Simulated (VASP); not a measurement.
Here is a VASP 6.6.1 calculation.

The input INCAR:

```
SYSTEM = ZrS2
PREC = Accurate ; ENCUT = 600
EDIFF = 1E-7 ; ISMEAR = 0
SIGMA = 0.03 ; LREAL = .False.
LASPH = .True. ; NELM = 80
ALGO = Normal ; ISIF = 3
LWAVE = .False. ; LCHARG = .False.
GGA = MK ; LUSE_VDW = .True.
AGGAC = 0.0 ; PARAM1 = 0.1234
PARAM2 = 0.711357 ; ZAB_VDW = -1.8867
IBRION = 2 ; NSW = 90
EDIFFG = -0.005
```

KPOINTS

```
regular mesh
0
Gamma
  9 9 5
  0 0 0
```

Contents of POSCAR:

```
ZrS2                                    
1.0
    3.6546484832     -0.0000000000     -0.0000000000
   -1.8273242416      3.1650184284      0.0000000000
   -0.0000000000      0.0000000000      5.8166626598
  Zr              S             
     1     2
Direct
     0.0000000000000000    0.0000000000000000    0.0000000000000000
     0.6666666699999979    0.3333333300000021    0.7489363077341228
     0.3333333300000021    0.6666666699999979    0.2510636922658774
```

Potentials or basis: VASP PAW PBE potentials, release 64 (Zr_sv, S).

Launch:

```console
$ cat potpaw_PBE.64/Zr_sv/POTCAR potpaw_PBE.64/S/POTCAR > POTCAR
$ mpirun -np 1 vasp_std > vasp.out
```

Question: Predict the band gap on the k mesh.

Answer: 0.78 eV, indirect (least direct gap 1.46 eV).

Final structure:
```cif
data_structure
_symmetry_space_group_name_H-M 'P 1'
_symmetry_Int_Tables_number 1
_cell_length_a 3.6546
_cell_length_b 3.6546
_cell_length_c 5.8167
_cell_angle_alpha 90.000
_cell_angle_beta 90.000
_cell_angle_gamma 120.000
_cell_volume 67.28
loop_
_atom_site_label
_atom_site_type_symbol
_atom_site_fract_x
_atom_site_fract_y
_atom_site_fract_z
_atom_site_occupancy
Zr1 Zr 0.00000 0.00000 0.00000 1
S1 S 0.66667 0.33333 0.74894 1
S2 S 0.33333 0.66667 0.25106 1
```

Caveat: the relaxation stopped at its first step, so nothing moved; an odd mesh through Γ misses points on the zone boundary, where band edges often lie.
